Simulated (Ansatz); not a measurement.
Consider SrF2 in the fluorite structure (space group Fm-3m, No. 225; a = 5.857 Å).

Level of theory: Ansatz (a program for electronic structure), PBE, PAW, cutoff 420 eV, without spin-orbit coupling.

For the base:

- Smallest direct gap = 6.89 eV
- Gap character = indirect, X → Γ
- Electron mass = 0.52 mₑ (at Γ)

One thing is altered: the cell is scaled by 1.0451 in all directions, atoms relaxed at fixed cell.

### Question
What does the calculation give for the smallest direct gap, energy relative to the base, gap character and electron mass after the change?

### Answer
The smallest direct gap falls by 0.67 eV (6.89 eV → 6.22 eV); the energy rises by 53 meV/atom; the gap character remains indirect, X → Γ; the electron mass stays 0.52 mₑ (at Γ).

The cells carry an imposed strain or load. Masses are band curvatures over ±0.01 Å⁻¹ around the edge. Whether these cells are dynamically stable was not tested.
